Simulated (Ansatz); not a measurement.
Crystal: ZrH2.

```
CELL_PARAMETERS angstrom
0.00000 2.40923 2.40923
2.40923 0.00000 2.40923
2.40923 2.40923 0.00000
ATOMIC_POSITIONS crystal
Zr 0.00000 0.00000 0.00000
H 0.25000 0.25000 0.25000
H 0.75000 0.75000 0.75000
```

The cell is a database's computed one.

Base run:

- Program: Ansatz 0.2.0
- Functional: PBEsol
- Potentials or basis: Ansatz PAW
- Cutoff: 420 eV
- Density cutoff: 1680 eV
- k mesh: 10 × 10 × 10
- Occupations: fermi-dirac, width 0.05 eV
- Spin: no spin polarisation
- Hubbard terms: Zr d U = 6 eV

Its results: band gap on the k mesh none (metal or under the smearing width); pressure 1.4 GPa.

**Question.** The run is repeated on the same cell with these changes: hubbard terms from Zr d U = 6 eV to Zr d U = 5 eV. What comes out?

**Answer.** Band gap on the k mesh none (metal or under the smearing width); pressure 0.1 GPa.

Caveats: U without spin polarisation on a metal has little footing; the PAW data sets come from PBE, with cores solved anew for the run's functional, which leaves a small shift of forces and pressure; the U is typed as a test and isn't derived for this compound.

Not every run made on this cell is shown here.
